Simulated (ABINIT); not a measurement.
Crystal: Ti.

```
CELL_PARAMETERS angstrom
-1.57254 1.57254 1.57254
1.57254 -1.57254 1.57254
1.57254 1.57254 -1.57254
ATOMIC_POSITIONS crystal
Ti 0.00000 0.00000 0.00000
```

This isn't the form of Ti at room conditions, which is hcp.

The cell isn't the ideal one: volume scaled by 0.88.

- Program: ABINIT 10.8.3 (patched build)
- Task: relaxation of cell and atoms
- Functional: rSCAN
- Potentials or basis: JTH PAW PBE v2.0
- Cutoff: 490 eV
- k mesh: 6 × 6 × 6
- Occupations: fermi-dirac, width 0.05 eV
- Spin: no spin polarisation
- Hubbard terms: Ti d U = 1 eV, J = 0.7 eV

At the start: pressure 11.7 GPa; volume 15.55 Å³/atom.

Question: Where does the relaxation end?

Answer: Over 4 steps the energy falls by 71.6 meV/atom and the volume is 17.16 Å³/atom (+10.3 %); space group Im-3m (No. 229, to 0.05 Å).

The path:
```csv
step,energy change (eV),largest force (eV/Å),pressure (GPa),volume (Å³)
1,0.0000,0.0000,11.73,15.55
2,-0.0372,0.0000,7.33,16.12
3,-0.0716,0.0000,-0.23,17.19
4,-0.0716,0.0000,-0.03,17.16
```

Final structure:
```
CELL_PARAMETERS angstrom
-1.62483 1.62482 1.62482
1.62482 -1.62483 1.62482
1.62483 1.62483 -1.62483
ATOMIC_POSITIONS crystal
Ti 0.00000 0.00000 0.00000
```

Caveat: the k mesh is coarse (spacing up to 0.47 Å⁻¹), so the values aren't converged; the PAW data sets were made with another functional, which shifts forces and pressure a little; U without spin polarisation on a metal has little footing; the U is typed as a test and isn't derived for this compound.
